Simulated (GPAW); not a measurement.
# TiTe2 (P-3m1) in GPAW: reference runs, part 2 of 2

GPAW 26.7.0.

### 4 Equation of state, PBE

run.py

```python
from ase import Atoms
from ase.eos import EquationOfState
from ase.io import Trajectory
from ase.units import GPa
from gpaw import GPAW, PW

atoms = Atoms(['Te', 'Te', 'Ti'],
              cell=[[3.777, 0.0, 0.0],
                    [-1.8885, 3.2709779501, 0.0],
                    [0.0, 0.0, 6.498]],
              scaled_positions=[[0.3333333333, 0.6666666667, 0.7372],
                                [0.6666666667, 0.3333333333, 0.2628],
                                [0.0, 0.0, 0.0]],
              pbc=True)

traj = Trajectory('eos.traj', 'w')
volumes, energies = [], []
for x in [0.94, 0.96, 0.98, 1.0, 1.02, 1.04, 1.06]:
    a = atoms.copy()
    a.set_cell(atoms.cell * x**(1 / 3), scale_atoms=True)
    calc = GPAW(mode=PW(600),
                xc='PBE',
                kpts={'size': (8, 8, 4), 'gamma': True},
                occupations={'name': 'fermi-dirac', 'width': 0.05},
                nbands=24,
                convergence={'density': 1e-05, 'energy': 1e-05},
                maxiter=150,
                txt=f'eos-{x:.2f}.txt')
    a.calc = calc
    energies.append(a.get_potential_energy(force_consistent=True))
    volumes.append(a.get_volume())
    p = -a.get_stress()[:3].mean() / GPa
    calc.write(f'eos-{x:.2f}.gpw')
    traj.write(a)
    print(f'{x:.2f} {volumes[-1]:10.4f} A^3 {energies[-1]:14.6f} eV {p:9.3f} GPa', flush=True)

v0, e0, B = EquationOfState(volumes, energies, eos='birchmurnaghan').fit()
print(f'V0 = {v0:.4f} A^3, E0 = {e0:.6f} eV, B0 = {B / GPa:.2f} GPa')
```

Potentials or basis: GPAW PAW data sets (gpaw-data 1.2.1), pw.

Launch:

```
$ OMP_NUM_THREADS=1 python run.py
```

The log of the run:

```text
__  _  _
 | _ |_)|_||  |
 |__||  | ||/\| - 26.7.0

Input parameters:
  mode=PW(ecut=600.0),
  convergence={'density': 1e-05, 'energy': 1e-05},
  kpts=MonkhorstPack(size=(8, 8, 4), gamma=True),
  maxiter=150,
  nbands=24,
  occupations=Occupations(name='fermi-dirac', width=0.05),
  xc=XC(name='PBE')

Diagonalizing LCAO Hamiltonian
Converting LCAO to pw mode

        Te

            Te

       Ti

Atoms  # Å, Bohr magnetons
|   | symbol |         x |        y |        z |    initial magnetic moments |
|---|--------|-----------|----------|----------|-----------------------------|
| 0 |     Te | -0.000000 | 2.136136 | 4.692536 | ( 0.0000,  0.0000,  0.0000) |
| 1 |     Te |  1.849948 | 1.068068 | 1.672814 | ( 0.0000,  0.0000,  0.0000) |
| 2 |     Ti |  0.000000 | 0.000000 | 0.000000 | ( 0.0000,  0.0000,  0.0000) |

Unit cell  # Å
| periodic |         x |        y |        z |  lengths |     angles |
|----------|-----------|----------|----------|----------|------------|
|      yes |  3.699897 | 0.000000 | 0.000000 | 3.699897 |  90.000000 |
|      yes | -1.849948 | 3.204205 | 0.000000 | 3.699897 |  90.000000 |
|      yes |  0.000000 | 0.000000 | 6.365351 | 6.365351 | 120.000000 |

Number of symmetries: 12
Symmetry operations  # r_c * U_cc + t_c -> r_c
|    | kind |            matrix            |
|----|------|------------------------------|
|  0 |  σ   |  1, 1, 0,  0,-1, 0,  0, 0, 1 |
|  1 |  S6  |  1, 1, 0, -1, 0, 0,  0, 0,-1 |
|  2 |  E   |  1, 0, 0,  0, 1, 0,  0, 0, 1 |
|  3 |  C2  |  1, 0, 0, -1,-1, 0,  0, 0,-1 |
|  4 |  C2  |  0, 1, 0,  1, 0, 0,  0, 0,-1 |
|  5 |  C3  |  0, 1, 0, -1,-1, 0,  0, 0, 1 |
|  6 |  S6  |  0,-1, 0,  1, 1, 0,  0, 0,-1 |
|  7 |  σ   |  0,-1, 0, -1, 0, 0,  0, 0, 1 |
|  8 |  σ   | -1, 0, 0,  1, 1, 0,  0, 0, 1 |
|  9 |  i   | -1, 0, 0,  0,-1, 0,  0, 0,-1 |
| 10 |  C3  | -1,-1, 0,  1, 0, 0,  0, 0, 1 |
| 11 |  C2  | -1,-1, 0,  0, 1, 0,  0, 0,-1 |

BZ-sampling:
  Number of BZ points: 256
  Number of IBZ points: 35

  Monkhorst-Pack size: [8, 8, 4]
  Monkhorst-Pack shift: [0.0625, 0.0625, 0.125]

K-points  # in reciprocal-cell coordinates
|     |                                coordinates |     weight |
|-----|--------------------------------------------|------------|
|   0 | (  0.00000000,   0.00000000,   0.00000000) | 0.00390625 |
|   1 | (  0.00000000,   0.00000000,   0.25000000) | 0.00781250 |
|   2 | (  0.00000000,   0.00000000,   0.50000000) | 0.00390625 |
|   3 | (  0.12500000,   0.00000000,  -0.25000000) | 0.02343750 |
|   4 | (  0.12500000,   0.00000000,   0.00000000) | 0.02343750 |
|   5 | (  0.12500000,   0.00000000,   0.25000000) | 0.02343750 |
|   6 | (  0.12500000,   0.00000000,   0.50000000) | 0.02343750 |
|   7 | (  0.25000000,  -0.12500000,   0.00000000) | 0.02343750 |
|   8 | (  0.25000000,  -0.12500000,   0.25000000) | 0.04687500 |
|   9 | (  0.25000000,  -0.12500000,   0.50000000) | 0.02343750 |
| ... |                                            |            |
|  34 | (  0.50000000,   0.50000000,   0.50000000) | 0.01171875 |

Plane wave coefficients: 2546
Cutoff: 600.0 eV

Spin-components: 1 (collinear spins)
Bands:           24
Projectors:      16
Spin-degeneracy: 2
Datatype:        complex128

Density:
  Valence electrons: 24.0
  Components: 1
  Grid points: [21 21 36]
  Charge: 0.0  # |e|

Potential:
  Grid points: [21 21 36]

species:
  Te:
    name:    Tellurium
    Z:       52.0
    valence: 6
    core:    46
    charge:  0.0  # [|e|]
    compensation charges:
      type: gauss
      rc: 0.36  # [Å]
      lmax: 2
    cutoffs:
      filter: 2.09  # [Å]
      core: 3.17  # [Å]
    projectors
    | kind |    occ | energy [eV] | rcut [Å] |
    |------|--------|-------------|----------|
    |   5s |  2.000 |     -15.089 |    1.180 |
    |   5p |  4.000 |      -5.955 |    1.196 |
    |    s |        |      12.123 |    1.180 |
    |    p |        |      21.256 |    1.196 |
    |    d |        |       0.000 |    1.238 |

    Using partial waves for Te as LCAO basis

  Ti:
    name:    Titanium
    Z:       22.0
    valence: 12
    core:    10
    charge:  0.0  # [|e|]
    compensation charges:
      type: gauss
      rc: 0.38  # [Å]
      lmax: 2
    cutoffs:
      filter: 2.23  # [Å]
      core: 1.02  # [Å]
    projectors
    | kind |    occ | energy [eV] | rcut [Å] |
    |------|--------|-------------|----------|
    |   3s |  2.000 |     -62.623 |    1.270 |
    |   4s |  2.000 |      -4.466 |    1.270 |
    |   3p |  6.000 |     -38.862 |    1.058 |
    |   4p |  0.000 |      -1.466 |    1.058 |
    |   3d |  2.000 |      -4.258 |    1.058 |
    |    d |        |      22.953 |    1.058 |

    Using partial waves for Ti as LCAO basis

Reference energy: -392805.381149  # eV

eigensolver:
  PPCG
  Converge bands: occupied
  niter=2

density mixing:
  MSR1-Mixer
  Pratt-step length: 0.05
  Maximum mixing coefficient: 0.75
  Old densities: 10
  SVD Regularization: 0.005
  Good broyden scale: 1.0
  Trust region scale: 1.0
  Backstep threshold: 4.0
  History deletion threshold: 6.0
  Fourier metric: weight=20.0, sigma=0.015

occupation numbers:
  Fermi-Dirac:
    width: 0.0500  # eV

poisson solver:
  ecut: 4800.0  # eV

xc functional:
  name: PBE with 2 nearest neighbor stencil

convergence criteria:
- Maximum integral of absolute [dens]ity change: 1e-05 electrons / valence electron
- Maximum [total energy] change in last 3 cyles: 1e-05 eV / valence electron
- Maximum integral of absolute [eigenst]ate change: 4e-08 eV^2 / valence electron
maximum number of iterations: 150

SCF iterations
|iter     | |      energy | eigst |  dens |
|---------|-|-------------|-------|-------|
|iter:   1| |  -15.325877 | +0.08 |       |
|iter:   2| |  -15.254159 | -2.22 | -1.22 |
|iter:   3| |  -15.219278 | -1.77 | -1.27 |
|iter:   4| |  -15.093045 | -2.74 | -1.35 |
|iter:   5| |  -15.096107 | -3.62 | -1.84 |
|iter:   6| |  -15.096776 | -4.02 | -2.10 |
|iter:   7| |  -15.096809 | -4.92 | -2.93 |
|iter:   8| |  -15.096806c| -6.44 | -3.56 |
|iter:   9| |  -15.096805c| -7.75c| -4.27 |
|iter:  10| |  -15.096805c| -8.35c| -5.07c|

Converged in 10 steps
Energy contributions relative to reference atoms: (reference = -392805.381149)

Energy contributions:
  Kinetic:          34.194757
  Coulomb:         -32.544773
  Zero:              0.294987
  External:          0.000000
  Xc:              -17.036245
  Entropy:          -0.011061
  Spinorbit:         0.000000
  ----------------------------
  Free energy:     -15.102336
  Extrapolated:    -15.096805

dipole moment: (-5.878643, -10.182109, -20.227389)  # |e|*Ang

Fermi level: 7.381
Eigenvalues  # (at kpt = [0.000, 0.000, 0.000])
| band index |      eig [eV] | occ [0-2] |
|------------|---------------|-----------|
|          0 |       -49.917 |     2.000 |
|          1 |       -26.198 |     2.000 |
|          2 |       -26.198 |     2.000 |
|          3 |       -26.175 |     2.000 |
|          4 |        -5.356 |     2.000 |
|          5 |        -3.659 |     2.000 |
[... 9 lines left out ...]
|         15 |        10.728 |     0.000 |
|         16 |        10.728 |     0.000 |
|        ... |               |           |
|         23 |        18.186 |     0.000 |

No gap
No difference between direct/indirect transitions

Stress tensor  # eV/Ang^3
|         x |         y |         z |
|-----------|-----------|-----------|
| -0.029753 |  0.000000 |  0.000000 |
|  0.000000 | -0.029753 | -0.000000 |
|  0.000000 | -0.000000 | -0.036151 |

# Writing to eos-0.94.gpw (mode='')
```

stdout:

```text
0.94    75.4627 A^3     -15.102336 eV     5.109 GPa
0.96    77.0683 A^3     -15.147272 eV     3.433 GPa
0.98    78.6738 A^3     -15.176127 eV     1.921 GPa
1.00    80.2794 A^3     -15.190582 eV     0.556 GPa
1.02    81.8850 A^3     -15.191960 eV    -0.676 GPa
1.04    83.4906 A^3     -15.181536 eV    -1.789 GPa
1.06    85.0962 A^3     -15.160516 eV    -2.794 GPa
V0 = 81.2550 A^3, E0 = -15.192881 eV, B0 = 61.86 GPa
```

eos-0.96.txt:

```text
SCF iterations
|iter     | |      energy | eigst |  dens |
|---------|-|-------------|-------|-------|
|iter:   1| |  -15.347102 | +0.06 |       |
|iter:   2| |  -15.289520 | -2.25 | -1.23 |
|iter:   3| |  -15.431270 | -1.53 | -1.27 |
|iter:   4| |  -15.159582 | -2.17 | -1.22 |
|iter:   5| |  -15.139415 | -3.13 | -1.65 |
[... 43 lines left out ...]
|         15 |        10.377 |     0.000 |
|         16 |        10.377 |     0.000 |
|        ... |               |           |
|         23 |        17.803 |     0.000 |

No gap
No difference between direct/indirect transitions

Stress tensor  # eV/Ang^3
|         x |         y |         z |
|-----------|-----------|-----------|
| -0.019642 |  0.000000 |  0.000000 |
|  0.000000 | -0.019642 |  0.000000 |
|  0.000000 |  0.000000 | -0.025000 |

# Writing to eos-0.96.gpw (mode='')
```

Wall time 5.4 min (1 thread of Arm Neoverse V1, shared host); peak memory 0.24 GiB.

What came out:

* Equilibrium volume: 27.08 Å³/atom
* Bulk modulus at fixed shape and positions: 62 GPa
* Pressure derivative of the bulk modulus: 4.2

Energy against volume, from the lowest point:
```
volume (Å³/atom)  energy (meV/atom)
          25.154              29.87
          25.689              14.90
          26.225               5.28
          26.760               0.46
          27.295               0.00
          27.830               3.47
          28.365              10.48
```

Caveat: the cell was scaled at fixed shape and fractional positions, which overstates the stiffness of a crystal with free parameters, most of all of layers and chains; this functional lacks dispersion, which binds the layers, so the pressure and a relaxed spacing across them are unreliable. The run has no spin-orbit coupling, so splittings on Te are missing.

### 5 Overview

```csv
task,cell,gap on the mesh (eV),pressure (GPa),largest force (eV/Å)
single point,as given,none,0.6,0.01
single point,"atoms moved at random, drawn with an rms of 0.05 Å",none,0.6,0.19
equation of state,as given,-,-,-
```

Alike in all rows: level PBE; potentials or basis GPAW PAW data sets (gpaw-data 1.2.1), pw; no spin polarisation; k mesh 8 × 8 × 4; cutoff (eV) 600; smearing fermi-dirac 0.05 eV.

Caveats: this functional lacks dispersion, which binds the layers, so the pressure and a relaxed spacing across them are unreliable (some runs); the cell was scaled at fixed shape and fractional positions, which overstates the stiffness of a crystal with free parameters, most of all of layers and chains (some runs).

Absolute energies hang on the potentials; compare differences alone.
